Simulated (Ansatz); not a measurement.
Input:

```
BaSnO3
1.0
    4.17668     0.00000     0.00000
    0.00000     4.17668     0.00000
    0.00000     0.00000     4.09071
Ba Sn O
1 1 3
Direct
  0.00000   0.00000   0.00000
  0.50000   0.50000   0.50000
  0.00000   0.50000   0.50000
  0.50000   0.50000   0.00000
  0.50000   0.00000   0.50000
```

No spin polarisation.

Method: PBEsol/PAW in Ansatz (a first-principles code), no spin-orbit coupling. k-mesh 8×8×8 (Γ-centred); smearing 0.05 eV (Fermi–Dirac).

Question: Predict the space group and smallest direct gap.

Answer: Space group: P4/mmm (No. 123)
Smallest direct gap: 1.11 eV

The cells carry an imposed strain or load. Stability against distortions was not tested. The cell was made from BaSnO₃ in the cubic perovskite structure (space group Pm-3m, No. 221) by this change: biaxial strain +1.33 %, plane normal [001], relaxed out of plane.
